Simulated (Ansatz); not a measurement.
# Copper, simple cubic under revPBE: ground state and equation of state, part 2 of 2

The plan for copper in the simple cubic structure: relax it, solve it on a dense k-mesh, then scale the cell to 7 volumes from 88 to 112 % of the relaxed one and try a fit of the equation of state. Spin polarisation is left out. The k-meshes are 13×13×13 for the relaxation; 21×21×21 for the dense run; 14×14×14 for the volumes.

Ansatz 0.2.0; DFT, revPBE, plane waves (420 eV) with PAW, scalar-relativistic. Earlier steps stand in the parts before.

**6. At 96 % of the relaxed volume**

This is Cu in the simple cubic structure; at room conditions it is fcc.

The input, input.yaml:

```yaml
crystal:
  lattice:
    - [2.3971457612, 0.0, 0.0]
    - [0.0, 2.3971457612, 0.0]
    - [0.0, 0.0, 2.3971457612]
  atoms:
    - { symbol: Cu, position: [0.0, 0.0, 0.0] }
hamiltonian:
  xc: revpbe
  pseudopotentials:
    kind: paw
    azcp:
      Cu: "pseudopotentials/Cu.paw.azcp"
basis:
  ecutwfc: 420
  fft_grid_basis: typed
kpoints:
  mp_grid: { grid: [14, 14, 14], shift: [0, 0, 0] }
magnetization:
  spin_polarized: false
scf:
  occupations: { method: fermi_dirac, width: 0.1 }
  lower_state_search: "off"
output:
  stress: true
```

Standard output, cut to the lines that bear on the results:

```text
Warning: RAYON_NUM_THREADS=2 ignored (pool sized by the plan → 2); use --threads N
[...]
Pseudopotentials: kind: paw
Pseudopotential: Cu, paw, valence charge 19, recommended cutoff 420 eV (normal), <dir>
Functional definition: revPBE
[...]
Crystal: 1 atoms, lattice volume = 13.775 Å³
Basis set: ecut = 420 eV, 257 PW (Γ)
Bands: 14, of which v1, the nominal top of the filled ones, is band 10 counted from 1 (9 counted from 0)
Symmetry: 48 space group operations
Space group: Pm-3m (ITA 221), of the structure as read, at distance tolerance 2.4e-5 Å
k-points: 120 of 2744
[...]
SCF iter   1: F=—  HF=-6628.419294 eV  |F-HF|=—  |Δ(HF+E_count)|=         —  Δρ=9.20e-3  dr2=6.14e-3  ethr=1.77e-3  ⟨swp⟩=5.5  Hψ=8415  notcnv=0
[...]
SCF iter   6: F=-6628.418311 eV  HF=-6628.418311 eV  |F-HF|=4.55e-12  |Δ(HF+E_count)|=  1.50e-10  Δρ=4.03e-7  dr2=9.71e-12  ethr=1.83e-11  ⟨swp⟩=2.1  Hψ=5182  notcnv=0
[...]
SCF converged after 6 iterations
Free energy (F): -6628.418311 eV
[...]
E sigma→0 (E₀):  -6628.413667 eV
Entropy (-TS):   -0.009287 eV (-9.287 meV/atom)
Fermi energy:    13.647308 eV
[...]
--- Stress (GPa, compression-positive) ---
        4.131087      -0.000000       0.000000
        0.000000       4.131087       0.000000
        0.000000       0.000000       4.131087
  P = ⅓ Tr σ = 4.1311 GPa (41.311 kbar)
```

It took 0.95 s on 2 threads of an Arm CPU, shared host; peak memory 0.27 GiB.

**7. At 100 % of the relaxed volume**

Changes to input.yaml since step 6:

```diff
@@ -2,5 +2,5 @@
   lattice:
-    - [2.3971457612, 0.0, 0.0]
-    - [0.0, 2.3971457612, 0.0]
-    - [0.0, 0.0, 2.3971457612]
+    - [2.4299874555, 0.0, 0.0]
+    - [0.0, 2.4299874555, 0.0]
+    - [0.0, 0.0, 2.4299874555]
   atoms:
```

Standard output, cut to the lines that bear on the results:

```text
Warning: RAYON_NUM_THREADS=2 ignored (pool sized by the plan → 2); use --threads N
[...]
[... 3 set-up lines as earlier in the session ...]
[...]
Crystal: 1 atoms, lattice volume = 14.349 Å³
Basis set: ecut = 420 eV, 257 PW (Γ)
Bands: 14, of which v1, the nominal top of the filled ones, is band 10 counted from 1 (9 counted from 0)
[... 2 set-up lines as earlier in the session ...]
k-points: 120 of 2744
[...]
SCF iter   1: F=—  HF=-6628.426275 eV  |F-HF|=—  |Δ(HF+E_count)|=         —  Δρ=8.78e-3  dr2=5.79e-3  ethr=1.77e-3  ⟨swp⟩=5.4  Hψ=8385  notcnv=0
[...]
SCF iter   6: F=-6628.425362 eV  HF=-6628.425362 eV  |F-HF|=6.37e-12  |Δ(HF+E_count)|=  6.26e-10  Δρ=3.84e-7  dr2=8.16e-12  ethr=7.12e-12  ⟨swp⟩=1.7  Hψ=5053  notcnv=0
[...]
SCF converged after 6 iterations
Free energy (F): -6628.425362 eV
[...]
E sigma→0 (E₀):  -6628.420644 eV
Entropy (-TS):   -0.009436 eV (-9.436 meV/atom)
Fermi energy:    12.921055 eV
[...]
--- Stress (GPa, compression-positive) ---
       -0.034335      -0.000000       0.000000
       -0.000000      -0.034335       0.000000
        0.000000       0.000000      -0.034335
  P = ⅓ Tr σ = -0.0343 GPa (-0.343 kbar)
```

It took 0.94 s on 2 threads of an Arm CPU, shared host; peak memory 0.27 GiB.

**8. At 104 % of the relaxed volume**

Changes to input.yaml since step 7:

```diff
@@ -2,5 +2,5 @@
   lattice:
-    - [2.4299874555, 0.0, 0.0]
-    - [0.0, 2.4299874555, 0.0]
-    - [0.0, 0.0, 2.4299874555]
+    - [2.4619646417, 0.0, 0.0]
+    - [0.0, 2.4619646417, 0.0]
+    - [0.0, 0.0, 2.4619646417]
   atoms:
```

Standard output, cut to the lines that bear on the results:

```text
Warning: RAYON_NUM_THREADS=2 ignored (pool sized by the plan → 2); use --threads N
[...]
[... 3 set-up lines as earlier in the session ...]
[...]
Crystal: 1 atoms, lattice volume = 14.923 Å³
Basis set: ecut = 420 eV, 257 PW (Γ)
Bands: 14, of which v1, the nominal top of the filled ones, is band 10 counted from 1 (9 counted from 0)
[... 1 set-up line as earlier in the session ...]
Space group: Pm-3m (ITA 221), of the structure as read, at distance tolerance 2.5e-5 Å
k-points: 120 of 2744
[...]
SCF iter   1: F=—  HF=-6628.419989 eV  |F-HF|=—  |Δ(HF+E_count)|=         —  Δρ=8.41e-3  dr2=5.52e-3  ethr=1.77e-3  ⟨swp⟩=5.5  Hψ=8341  notcnv=0
[...]
SCF iter   6: F=-6628.419159 eV  HF=-6628.419159 eV  |F-HF|=4.55e-12  |Δ(HF+E_count)|=  8.38e-10  Δρ=3.81e-7  dr2=7.80e-12  ethr=7.14e-12  ⟨swp⟩=1.8  Hψ=5035  notcnv=0
[...]
SCF converged after 6 iterations
Free energy (F): -6628.419159 eV
[...]
E sigma→0 (E₀):  -6628.414362 eV
Entropy (-TS):   -0.009593 eV (-9.593 meV/atom)
Fermi energy:    12.251563 eV
[...]
--- Stress (GPa, compression-positive) ---
       -3.305098       0.000000       0.000000
        0.000000      -3.305098       0.000000
        0.000000       0.000000      -3.305098
  P = ⅓ Tr σ = -3.3051 GPa (-33.051 kbar)
```

Run time: 0.93 s. Hardware: 2 threads of an Arm CPU, shared host; peak memory 0.27 GiB.

**9. At 108 % of the relaxed volume**

Changes to input.yaml since step 8:

```diff
@@ -2,5 +2,5 @@
   lattice:
-    - [2.4619646417, 0.0, 0.0]
-    - [0.0, 2.4619646417, 0.0]
-    - [0.0, 0.0, 2.4619646417]
+    - [2.4931320597, 0.0, 0.0]
+    - [0.0, 2.4931320597, 0.0]
+    - [0.0, 0.0, 2.4931320597]
   atoms:
@@ -25 +25,5 @@
   stress: true
+  write_density: true
+  write_potential: true
+  elf: true
+  volumetric_format: npy
```

Standard output, cut to the lines that bear on the results:

```text
Warning: RAYON_NUM_THREADS=2 ignored (pool sized by the plan → 2); use --threads N
[...]
[... 3 set-up lines as earlier in the session ...]
[...]
Crystal: 1 atoms, lattice volume = 15.497 Å³
Basis set: ecut = 420 eV, 305 PW (Γ)
Bands: 14, of which v1, the nominal top of the filled ones, is band 10 counted from 1 (9 counted from 0)
[... 2 set-up lines as earlier in the session ...]
k-points: 120 of 2744
[...]
SCF iter   1: F=—  HF=-6628.403280 eV  |F-HF|=—  |Δ(HF+E_count)|=         —  Δρ=8.02e-3  dr2=5.16e-3  ethr=1.77e-3  ⟨swp⟩=5.6  Hψ=8303  notcnv=0
[...]
SCF iter   6: F=-6628.402548 eV  HF=-6628.402548 eV  |F-HF|=1.82e-12  |Δ(HF+E_count)|=  9.75e-10  Δρ=3.38e-7  dr2=5.70e-12  ethr=7.85e-12  ⟨swp⟩=4.9  Hψ=8392  notcnv=0
[...]
SCF converged after 6 iterations
Free energy (F): -6628.402548 eV
[...]
E sigma→0 (E₀):  -6628.397669 eV
Entropy (-TS):   -0.009758 eV (-9.758 meV/atom)
Fermi energy:    11.632169 eV
[...]
--- Stress (GPa, compression-positive) ---
       -5.867349      -0.000000       0.000000
       -0.000000      -5.867349       0.000000
        0.000000       0.000000      -5.867349
  P = ⅓ Tr σ = -5.8673 GPa (-58.673 kbar)
--- Band table (eV; the first three rows and the last of 120) ---
  k-point 0: bands = ["-100.4461", "-57.7327", "-57.7327", "-57.7327", "4.2688", "8.2784", "8.2784", "10.4019", "10.4019", "10.4019", "28.0262", "28.0262", "28.0262", "31.2649"]
[...]
```

Wall time 1.3 s (2 threads of an Arm CPU, shared host); peak memory 0.28 GiB.

Density in a lattice plane of the grid's cell (edges 2.49 and 2.49 Å, at 0.000 of the third edge), which holds Cu.

Ten even steps from '0' (0.12 e/Å³) to '9' (70.25 e/Å³):
```
865311000000000000011356
543210000000000000001234
221100000000000000000112
111000000000000000000011
000000000000000000000000
000000000000000000000000
000000000000000000000000
000000000000000000000000
000000000000000000000000
000000000000000000000000
000000000000000000000000
000000000000000000000000
000000000000000000000000
000000000000000000000000
000000000000000000000000
111000000000000000000011
221100000000000000000112
543210000000000000001234
865311000000000000011356
986421000000000000012468
```
Columns run along the first of these edges and rows up along the second, over one cell in 24 and 20 even steps from the bottom left corner. Atoms in the plane (fractional): Cu at (0.00, 0.00).

ELF in the same plane.

Ten even steps from '0' (0.16) to '9' (0.93):
```
987532100000000000123578
776431000000000000013467
544211000000000000011244
222110000000000000001122
110000000000000000000001
000000000000000000000000
000000000000000000000000
000000000000000000000000
000000000000000000000000
000000000000000000000000
000000000000000000000000
000000000000000000000000
000000000000000000000000
000000000000000000000000
110000000000000000000001
222110000000000000001122
544211000000000000011244
776431000000000000013467
987532100000000000123578
998642100000000000124689
```
Columns run along the first of these edges and rows up along the second, over one cell in 24 and 20 even steps from the bottom left corner. Atoms in the plane (fractional): Cu at (0.00, 0.00).

Both are smooth fields of the valence electrons: close to the nuclei they are not physical.

**10. At 112 % of the relaxed volume**

Changes to input.yaml since step 9:

```diff
@@ -2,5 +2,5 @@
   lattice:
-    - [2.4931320597, 0.0, 0.0]
-    - [0.0, 2.4931320597, 0.0]
-    - [0.0, 0.0, 2.4931320597]
+    - [2.523539106, 0.0, 0.0]
+    - [0.0, 2.523539106, 0.0]
+    - [0.0, 0.0, 2.523539106]
   atoms:
```

Standard output, cut to the lines that bear on the results:

```text
Warning: RAYON_NUM_THREADS=2 ignored (pool sized by the plan → 2); use --threads N
[...]
[... 3 set-up lines as earlier in the session ...]
[...]
Crystal: 1 atoms, lattice volume = 16.071 Å³
Basis set: ecut = 420 eV, 305 PW (Γ)
Bands: 14, of which v1, the nominal top of the filled ones, is band 10 counted from 1 (9 counted from 0)
[... 2 set-up lines as earlier in the session ...]
k-points: 120 of 2744
[...]
SCF iter   1: F=—  HF=-6628.378460 eV  |F-HF|=—  |Δ(HF+E_count)|=         —  Δρ=7.60e-3  dr2=4.77e-3  ethr=1.77e-3  ⟨swp⟩=5.6  Hψ=8332  notcnv=0
[...]
SCF iter   6: F=-6628.377801 eV  HF=-6628.377801 eV  |F-HF|=6.37e-12  |Δ(HF+E_count)|=  6.88e-10  Δρ=2.87e-7  dr2=3.41e-12  ethr=1.19e-11  ⟨swp⟩=5.0  Hψ=8645  notcnv=0
[...]
SCF converged after 6 iterations
Free energy (F): -6628.377801 eV
[...]
E sigma→0 (E₀):  -6628.372828 eV
Entropy (-TS):   -0.009945 eV (-9.945 meV/atom)
Fermi energy:    11.057298 eV
[...]
--- Stress (GPa, compression-positive) ---
       -7.865875      -0.000000       0.000000
       -0.000000      -7.865875       0.000000
        0.000000       0.000000      -7.865875
  P = ⅓ Tr σ = -7.8659 GPa (-78.659 kbar)
--- Band table (eV; the first three rows and the last of 120) ---
  k-point 0: bands = ["-100.9646", "-58.2575", "-58.2575", "-58.2575", "3.9067", "7.8257", "7.8257", "9.8356", "9.8356", "9.8356", "27.0829", "27.0829", "27.0829", "30.2769"]
[...]
```

It took 1.4 s on 2 threads of an Arm CPU, shared host; peak memory 0.28 GiB.

**11. The equation of state**

All volumes keep the relaxed shape and fractional coordinates.

```csv
V (Å³/atom),E − E₀ (meV/atom),P from the stress (GPa),P from the fit (GPa)
12.627,76.2,16.19,16.18
13.201,30.8,9.43,9.41
13.775,7.0,4.13,4.11
14.349,0.0,-0.03,-0.05
14.923,6.3,-3.31,-3.32
15.497,23.0,-5.87,-5.89
16.071,47.8,-7.87,-7.90
```

Fit (Birch-Murnaghan, third order): V₀ = 14.341 Å³/atom, B₀ = 92 GPa, B₀′ = 5.0, largest residual 0.01 meV/atom.

**12. Results**

The summary covers parts 1 to 2.

| quantity | value |
| --- | --- |
| space group (spins left aside) | Pm-3m (No. 221) |
| conventional cell | a = 2.430 Å |
| volume | 14.349 Å³/atom |
| shortest distance | 2.430 Å |
| gap on the mesh | none (levels filled in part) |
| relative to fcc | +454 meV/atom |
| V₀, B₀, B₀′ | 14.341 Å³/atom, 92 GPa, 5.0 |

The relaxation enlarged the cell by 12.5 % in volume. Against the reference form of copper (fcc, computed apart with the same settings) it stands 454 meV/atom higher. Levels at the Fermi energy are filled in part, as in a metal. The fitted modulus is 92 GPa. The symmetry was held, so the structure may be unstable against distortions that break it.
